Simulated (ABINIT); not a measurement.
A run of ABINIT 10.8.3 (patched build) is set up as follows.

File run.abi:

```
pp_dirpath "./"
pseudos "Ge.GGA_PBE-JTH.xml"

structure "poscar:POSCAR"
natom 1

ecut 22.0
pawecutdg 44.0
pawxcdev 0

kptopt 1
ngkpt 10 10 10
nshiftk 1
shiftk 0.0 0.0 0.0

ixc 11

nband 11
occopt 3
tsmear 0.00183747

nstep 100
tolvrs 1.0e-9

iomode 3
prtwf 0
prteig 0
prtebands 0
prtden 1
prtvha 1
prtvclmb 1
prtpot 1
```

Contents of POSCAR:

```
Ge
1.0
    2.7104700000      0.0000000000      0.0000000000
    0.0000000000      2.7104700000      0.0000000000
    0.0000000000      0.0000000000      2.7104700000
Ge
1
Direct
    0.0000000000      0.0000000000      0.0000000000  Ge
```

Potentials or basis: JTH PAW PBE v2.0.

Command:

```sh
$ abinit run.abi > log 2>&1
```

(1) What does it give for the band gap on the k mesh?

(2) Estimate the pressure.

## Answers

(1) none (metal or under the smearing width).

(2) -0.9 GPa.
